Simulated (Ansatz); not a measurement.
**InGaAs2: a single-point run**

Wanted: a converged single-point run for InGaAs2, and a check of what comes out. The structure is shown as the input types it. The cell is built on a prototype (ordering on zincblende) and needn't be the phase found in nature.

Program: Ansatz 0.2.0. Level of theory: density functional or hybrid calculation with the settings of its input, plane waves (as first typed). These are calculated values, not measurements.

## 1. The system as given

The structure is tetragonal, space group P-4m2 (No. 115). Conventional cell: a = 4.156 Å, b = 4.156 Å, c = 5.914 Å, α = 90.00°, β = 90.00°, γ = 90.00°. Ga (site symmetry -4m2) has 4 As at 2.48 Å as nearest neighbours. As (site symmetry 2mm) has 2 Ga at 2.48 Å and 2 In at 2.62 Å as nearest neighbours. In (site symmetry -4m2) has 4 As at 2.62 Å as nearest neighbours.

The input asks for a charge of -0.05 e on the cell.

Structure file:

```cif
data_structure
_symmetry_space_group_name_H-M 'P 1'
_symmetry_Int_Tables_number 1
_cell_length_a 4.1560
_cell_length_b 4.1560
_cell_length_c 5.9135
_cell_angle_alpha 90.000
_cell_angle_beta 90.000
_cell_angle_gamma 90.000
_cell_volume 102.14
loop_
_atom_site_label
_atom_site_type_symbol
_atom_site_fract_x
_atom_site_fract_y
_atom_site_fract_z
_atom_site_occupancy
Ga1 Ga 0.00000 0.00000 0.00000 1
As1 As 0.00000 0.50000 0.23007 1
In1 In 0.50000 0.50000 0.50000 1
As2 As 0.50000 0.00000 0.76993 1
```

## 2. The run

Contents of input.yaml:

```yaml
crystal:
  lattice:
    - [4.1559802593, 0.0, 0.0]
    - [0.0, 4.1559802593, 0.0]
    - [0.0, 0.0, 5.9135166472]
  atoms:
    - { symbol: Ga, position: [0.0, 0.0, 0.0] }
    - { symbol: As, position: [0.0, 0.5, 0.2300713556] }
    - { symbol: In, position: [0.5, 0.5, 0.5] }
    - { symbol: As, position: [0.5, 0.0, 0.7699286444] }
kpoints:
  mp_grid: { grid: [4, 4, 4] }
hamiltonian:
  xc: pbe
scf:
  occupations: { method: fermi_dirac, width: 0.02 }
  n_extra_bands: 5
  max_iter: 78
output:
  forces: true
  stress: true
  eigenvalues: true
total_charge: -0.05
```

Command:

```
ansatz run input.yaml --threads 4 --pin off --max-ram 3686MiB --backend cpu --events-out ev --progress --plain --runs-dir out
```

**Question.** How will this run end, and is anything wrong with its input?

The run converged and reported no error. Convergence says nothing about whether the input makes sense.

Look at the input: total_charge is -0.05. The net charge is not the one intended, so the run treats another number of electrons.

The test: delete total_charge (the default then holds).
